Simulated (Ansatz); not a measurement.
Si2Mo:

```xyz
3
Lattice="-1.6000 1.6000 3.9305 1.6000 -1.6000 3.9305 1.6000 1.6000 -3.9305" Properties=species:S:1:pos:R:3 pbc="T T T"
Mo    0.0000    0.0000    0.0000
Si    0.0000    0.0000    5.2433
Si    0.0000    0.0000    2.6177
```

| Item | Value |
| --- | --- |
| Program | Ansatz 0.2.0 |
| Task | relaxation of cell and atoms |
| Functional | BLYP |
| Potentials or basis | Ansatz PAW |
| Cutoff | 420 eV (not typed: the program's choice for these potentials) |
| k mesh | 12 × 12 × 12 |
| Occupations | fermi-dirac, width 0.05 eV |
| Spin | no spin polarisation |

At the start: volume 13.42 Å³/atom.

Problem. How do energy, volume and symmetry change on relaxing?

Solution. It ends after 7 steps and the volume is 14.25 Å³/atom (+6.2 %); space group I4/mmm (No. 139, to 0.05 Å).

The path:
```csv
step,energy change (eV),largest force (eV/Å),volume (Å³)
1,0.0000,0.3220,40.25
2,-0.0865,0.2291,43.08
3,-0.0923,0.1121,42.78
4,-0.0931,0.0325,42.72
5,-0.0933,0.0006,42.75
6,-0.0933,0.0000,42.75
7,-0.0942,0.0001,42.75
```

Final structure:
```cif
data_structure
_symmetry_space_group_name_H-M 'P 1'
_symmetry_Int_Tables_number 1
_cell_length_a 4.6059
_cell_length_b 4.6059
_cell_length_c 4.6059
_cell_angle_alpha 138.324
_cell_angle_beta 138.324
_cell_angle_gamma 60.408
_cell_volume 42.75
loop_
_atom_site_label
_atom_site_type_symbol
_atom_site_fract_x
_atom_site_fract_y
_atom_site_fract_z
_atom_site_occupancy
Mo1 Mo 0.00000 0.00000 0.00000 1
Si1 Si 0.66347 0.66347 0.00000 1
Si2 Si 0.33653 0.33653 0.00000 1
```

Caveat: the plane-wave basis is chosen anew once the cell has moved, so the energies of steps on either side of that aren't comparable; the PAW data sets come from PBE, with cores solved anew for the run's functional, which leaves a small shift of forces and pressure.
